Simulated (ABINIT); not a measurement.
Crystal: MoS2.

```
Mo S
1.0
     3.22746    0.00000    0.00000
    -1.61373    2.79507    0.00000
     0.00000    0.00000    6.31247
Mo S
1 2
Direct
  0.00000 0.00000 0.50000
  0.66667 0.33333 0.74468
  0.33333 0.66667 0.25532
```

Measurements of this composition are mostly on another form, of space group No. 194.

* Program: ABINIT 10.8.3 (patched build)
* Task: relaxation of cell and atoms
* Functional: PBE
* Dispersion: D3(BJ)
* Potentials or basis: JTH PAW PBE v2.0
* Cutoff: 544 eV
* k mesh: 9 × 9 × 4
* Occupations: fermi-dirac, width 0.05 eV
* Spin: no spin polarisation

At the start: pressure -2.3 GPa; volume 18.98 Å³/atom.

Where does the relaxation end?

Over 12 steps the energy falls by 27.9 meV/atom and the volume is 16.90 Å³/atom (-11.0 %); space group P-3m1 (No. 164, to 0.05 Å).

Step by step:
```csv
step,energy change (eV),largest force (eV/Å),pressure (GPa),volume (Å³)
1,0.0000,0.2851,-2.26,56.94
2,-0.0085,0.3299,-1.67,56.55
3,-0.0371,0.4257,1.39,54.25
4,-0.0416,0.3172,0.94,54.12
5,-0.0466,0.0702,-0.34,53.99
6,-0.0479,0.0342,-0.53,53.90
7,-0.0585,0.2036,-1.52,52.89
8,-0.0700,0.2754,-1.75,51.96
9,-0.0816,0.1800,-0.84,50.51
10,-0.0832,0.0829,-0.57,50.84
11,-0.0836,0.0117,0.04,50.73
12,-0.0836,0.0012,0.01,50.70
```

Final structure:
```cif
data_structure
_symmetry_space_group_name_H-M 'P 1'
_symmetry_Int_Tables_number 1
_cell_length_a 3.1744
_cell_length_b 3.1744
_cell_length_c 5.8101
_cell_angle_alpha 90.000
_cell_angle_beta 90.000
_cell_angle_gamma 120.000
_cell_volume 50.70
loop_
_atom_site_label
_atom_site_type_symbol
_atom_site_fract_x
_atom_site_fract_y
_atom_site_fract_z
_atom_site_occupancy
Mo1 Mo 0.00000 0.00000 0.50000 1
S1 S 0.66667 0.33333 0.77088 1
S2 S 0.33333 0.66667 0.22912 1
```
